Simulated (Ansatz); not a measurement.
CaSe built on the rocksalt prototype, relaxed with r2SCAN: the symmetry is Fm-3m (No. 225, cubic); a = 5.935 Å in the conventional setting, 26.13 Å³ an atom. Around Ca lie 6 Se at 2.97 Å; around Se lie 6 Ca at 2.97 Å. One-shot G0W0@PBE in the plane-wave code Ansatz on a 4×4×4 mesh (contour deformation, no spin-orbit coupling), from a PBE gap of 2.048 eV over the mesh points (the G0W0 gap is indirect on the mesh); the number N of bands summed and the screening cutoff rise together. Calculated for a static, non-magnetic cell.

```tsv
N	cutoff (eV)	1000/N	G0W0 gap (eV)
97	80	10.309	3.518
209	140	4.785	3.686
```

Lay a straight line in 1000/N through these rows.
The slope is -0.0304 eV per unit of 1000/N and the intercept 3.832 eV.

Predict the gap at N = 374 (210 eV).
3.832 + (-0.0304) × 2.674 = 3.751 eV; the run gives 3.758 eV, +0.007 eV from the line.

With that run's result added, what limit do the last two rows suggest?
Their slope is (3.758 − 3.686)/(2.674 − 4.785) = -0.0341, which meets 1/N = 0 at 3.85 eV, against 3.832 eV from the first line. The slope steepens, so 1/N isn't yet asymptotic and the true limit probably lies higher still; the k mesh isn't extrapolated.

The runs are scalar-relativistic, without spin-orbit coupling.
